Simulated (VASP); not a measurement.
The system is C.

```
C
1.0
     0.00000    1.78337    1.78337
     1.78337    0.00000    1.78337
     1.78337    1.78337    0.00000
C
2
Direct
  0.75000 0.75000 0.75000
  0.50000 0.50000 0.50000
```

This isn't the form of C at room conditions, which is graphite.

Program: VASP 6.6.1. Alike in all runs: no spin polarisation; cell as given. Hardware: 1 thread of Intel(R) Xeon(R) Platinum 8488C (Sapphire Rapids), with other jobs on the host.

Question: Order these runs on this cell by their wall time, lowest first.
A. task Born charges and dielectric tensor; level optB88-vdW; potentials or basis VASP PAW PBE potentials, release 64 (C_s); k mesh 13 × 13 × 13; cutoff (eV) 400; smearing fermi-dirac 0.02 eV; mesh quality not flagged
B. task band structure; level r2SCAN-EpsX; potentials or basis VASP PAW PBE potentials, release 64 (C); k mesh 7 × 7 × 7; cutoff (eV) 520; smearing fermi-dirac 0.05 eV; grid for exact exchange (PRECFOCK) Fast; exchange at q = 0 truncated; share of exact exchange 0.171; mesh quality coarse
C. task single point; level PBEsol; potentials or basis VASP PAW PBE potentials, release 54 (C); k mesh 13 × 13 × 13; cutoff (eV) 520; smearing gaussian 0.05 eV; mesh quality not flagged
D. task band structure; level MS2; potentials or basis VASP PAW PBE potentials, release 64 (C); k mesh 13 × 13 × 13; cutoff (eV) 520; smearing fermi-dirac 0.05 eV; mesh quality not flagged

Answer: C (8.9 s), D (59 s), A (140 s), B (610 s).

Caveats: some runs use coarse meshes.

Runs at the PBE level aren't shown here.
